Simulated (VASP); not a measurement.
Wanted: the native input for a VASP 6.6.1 run.

* Task: single point
* Functional: HSE06
* Potentials or basis: VASP PAW PBE potentials, release 64 (Ti_sv, B)
* Cutoff: 520 eV
* k mesh: 9 × 9 × 6
* Occupations: gaussian, width 0.1 eV
* Spin: no spin polarisation
* Grid for exact exchange (PRECFOCK): Fast
* Screening parameter: 0.2 1/A
* Further INCAR settings: ALGO = Normal; EDIFF = 1e-07

The system is TiB2.

```
CELL_PARAMETERS angstrom
3.01882 0.00000 0.00000
-1.50941 2.61437 0.00000
0.00000 0.00000 3.18547
ATOMIC_POSITIONS crystal
Ti 0.00000 0.00000 0.00000
B 0.33333 0.66667 0.50000
B 0.66667 0.33333 0.50000
```

The cell is a database's computed one.

The input as run:

POSCAR

```
TiB2
1.0
    3.0188200000      0.0000000000      0.0000000000
   -1.5094100000      2.6143700000      0.0000000000
    0.0000000000      0.0000000000      3.1854700000
Ti B
1 2
Direct
    0.0000000000      1.0000000000      0.0000000000
    0.3333300000      0.6666700000      0.5000000000
    0.6666700000      0.3333300000      0.5000000000
```

INCAR.step1

```
SYSTEM = TiB2
PREC = Accurate
ENCUT = 520
EDIFF = 1E-5
ISMEAR = 0
SIGMA = 0.1
LREAL = .FALSE.
LASPH = .TRUE.
NELM = 100
ALGO = Normal
ISIF = 2
LWAVE = .TRUE.
LCHARG = .FALSE.
GGA = PE
```

INCAR.step2

```
SYSTEM = TiB2
PREC = Accurate
ENCUT = 520
EDIFF = 1E-7
ISMEAR = 0
SIGMA = 0.1
LREAL = .FALSE.
LASPH = .TRUE.
NELM = 100
ALGO = Normal
ISIF = 2
LWAVE = .FALSE.
LCHARG = .FALSE.
GGA = PE
LHFCALC = .TRUE.
HFSCREEN = 0.2
PRECFOCK = Fast
ISTART = 1
```

KPOINTS

```
regular mesh
0
G
  9 9 6
  0 0 0
```

Potentials or basis: VASP PAW PBE potentials, release 64 (Ti_sv, B).

Command:

```console
$ cat potpaw_PBE.64/Ti_sv/POTCAR potpaw_PBE.64/B/POTCAR > POTCAR
$ cp INCAR.step1 INCAR
$ mpirun -np 1 vasp_std > vasp.out
$ cp INCAR.step2 INCAR
$ mpirun -np 1 vasp_std > vasp.out
```

Results of the run:

```json
{
  "Pressure": "0.2 GPa",
  "Band gap on the k mesh": "none (metal or under the smearing width)"
}
```

Caveat: the PAW data sets were made with another functional, which shifts forces and pressure a little.

It took 2.7 h on 1 thread of Intel(R) Xeon(R) Platinum 8375C CPU @ 2.90GHz (Ice Lake), with other jobs on the host, peak memory 0.3 GiB.
